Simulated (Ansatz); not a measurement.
## Cu interstitial in Cu

These are results of DFT PBE, scalar-relativistic, plane waves, PAW in Ansatz 0.2.0, not measurements. (420 eV cutoff, 4×4×4 k-mesh, Gaussian smearing of 0.10 eV, no spin polarisation)

Host crystal, relaxed:

```
CELL_PARAMETERS angstrom
0.00000 1.81490 1.81490
1.81490 0.00000 1.81490
1.81490 1.81490 0.00000
ATOMIC_POSITIONS crystal
Cu 0.00000 0.00000 0.00000
```

Supercell of 27 atoms, rows in host cell vectors: 3 0 -3; 0 0 -3; 0 3 -3. Atoms relax at the host's cell from a start displaced at random by 0.06 Å near the defect, so other minima may exist. The cell is small, so energies carry finite-size errors of tenths of an eV. The host is a metal.

Defect: Cu interstitial at (0.500, 0.500, 0.500) of the host cell, charge 0.

(1) Give the relaxed supercell.

Results:

(1)
```
CELL_PARAMETERS angstrom
-5.44470 0.00000 5.44470
-5.44470 -5.44470 0.00000
0.00000 -5.44470 5.44470
ATOMIC_POSITIONS crystal
Cu 0.96896 0.69440 0.97329
Cu 0.99888 0.33313 0.00086
Cu 0.99959 0.99687 0.00151
Cu 0.96857 0.69508 0.36320
Cu 0.97323 0.30859 0.35892
Cu 0.99926 0.00061 0.33352
Cu 0.00032 0.66494 0.66725
Cu 0.99899 0.33317 0.66634
Cu 0.99905 0.00035 0.66628
Cu 0.37016 0.70511 0.96234
Cu 0.36504 0.29946 0.96693
Cu 0.32698 0.00113 0.00574
Cu 0.33060 0.66505 0.33264
Cu 0.36548 0.29852 0.36884
Cu 0.33121 0.00178 0.33321
Cu 0.33065 0.66513 0.67115
Cu 0.32846 0.33704 0.66716
Cu 0.32663 0.00072 0.66600
Cu 0.66814 0.66248 0.00439
Cu 0.66039 0.33465 0.00226
Cu 0.66684 0.99856 0.00269
Cu 0.66471 0.66639 0.33425
Cu 0.66804 0.33441 0.33223
Cu 0.66681 0.99845 0.33093
Cu 0.66807 0.66220 0.66481
Cu 0.66786 0.33423 0.66494
Cu 0.66163 0.99882 0.66918
Cu 0.18150 0.50180 0.15877
```
Around the defect: 1 Cu at 2.13 Å, 2 Cu at 2.15 Å, 2 Cu at 2.17 Å, 1 Cu at 2.19 Å. The run ended with a moment of 0.00 μB (no spin polarisation).

Cost: 2 runs of about 54 core-minutes in all, on Intel Xeon Processor @ 2.70GHz (shared hosts).